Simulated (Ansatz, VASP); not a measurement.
# Sn: VASP beside Ansatz

```
Sn
1.0
    -1.74308    1.74308    1.89465
     1.74308   -1.74308    1.89465
     1.74308    1.74308   -1.89465
Sn
1
Direct
  0.00000 0.00000 0.00000
```

Change from the starting cell: strain -0.080 along x and y, +0.000 along z, atoms carried along.

Alike in both runs: task single point; functional PBEsol; dispersion D3(BJ); k mesh 18 × 18 × 18; occupations gaussian, width 0.15 eV; no spin polarisation.

|  | VASP | Ansatz |
| --- | --- | --- |
| version | VASP 6.6.1 | Ansatz 0.2.0 |
| potentials or method | VASP PAW PBE potentials, release 64 (Sn_d) | scalar-relativistic, plane waves, PAW |
| plane-wave cutoff (eV) | 520 | 420 |
| valence electrons in the cell | 14 | 14 |

|  | VASP | Ansatz | Ansatz less VASP |
| --- | --- | --- | --- |
| gap on the k mesh at the Fermi level (eV) | none | none | - |
| pressure (GPa) | 6.5 | 6.5 | +0.04 |

A gap of «none» marks a metal or a gap that the smearing closes.

Caveats: the PAW data sets were made with another functional, which shifts forces and pressure a little (VASP); pairwise dispersion overbinds metals, which lowers pressure and volume.
